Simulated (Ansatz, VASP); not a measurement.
# Zr in VASP and in Ansatz

The input INCAR:

```
ALGO = Normal ; EDIFF = 1E-6
ENCUT = 520 ; GGA = RP
ISIF = 2 ; ISMEAR = -1
LASPH = T ; LCHARG = F
LREAL = F ; LWAVE = F
NBANDS = 12 ; NELM = 60
PREC = Accurate ; SIGMA = 0.1
```

Contents of KPOINTS:

```
k-points
0
Gamma
  12 12 12
```

File POSCAR:

```
Zr
1.0
    2.9021263992      0.0000000000      0.0000000000
    0.0000000000      2.9021263992      0.0000000000
    0.0000000000      0.0000000000      2.9021263992
Zr
1
Direct
    0.0000000000      0.0000000000      0.0000000000
```

Input for Ansatz:

```yaml
crystal:
  lattice:
    - [2.9021263992, 0.0, 0.0]
    - [0.0, 2.9021263992, 0.0]
    - [0.0, 0.0, 2.9021263992]
  atoms:
    - { symbol: Zr, position: [0.0, 0.0, 0.0] }
hamiltonian:
  xc: rpbe
  pseudopotentials:
    kind: paw
    azcp:
      Zr: "pseudopotentials/Zr.paw.azcp"
basis:
  ecutwfc: 420
  fft_grid_basis: typed
kpoints:
  mp_grid: { grid: [12, 12, 12], shift: [0, 0, 0] }
magnetization:
  spin_polarized: false
scf:
  occupations: { method: fermi_dirac, width: 0.1 }
  lower_state_search: "off"
output:
  stress: true
```

Alike in both runs: task single point; functional RPBE; k mesh 12 × 12 × 12; occupations fermi-dirac, width 0.1 eV; no spin polarisation.

```csv
,VASP,Ansatz
version,VASP 6.6.1,Ansatz 0.2.0
potentials or method,"VASP PAW PBE potentials, release 64 (Zr_sv)","plane waves (420 eV) with PAW, scalar-relativistic"
plane-wave cutoff (eV),520,420
valence electrons in the cell,12,12
```

VASP gave:

| Quantity | Value |
| --- | --- |
| pressure (GPa) | 3.1 |

**Question.** Which values does Ansatz return?

**Answer.** Pressure (GPa): 3.0.

The functional is the same, so the differences come from potentials, cutoffs and numerics.

Caveats: the PAW data sets were made with another functional, which shifts forces and pressure a little (VASP).
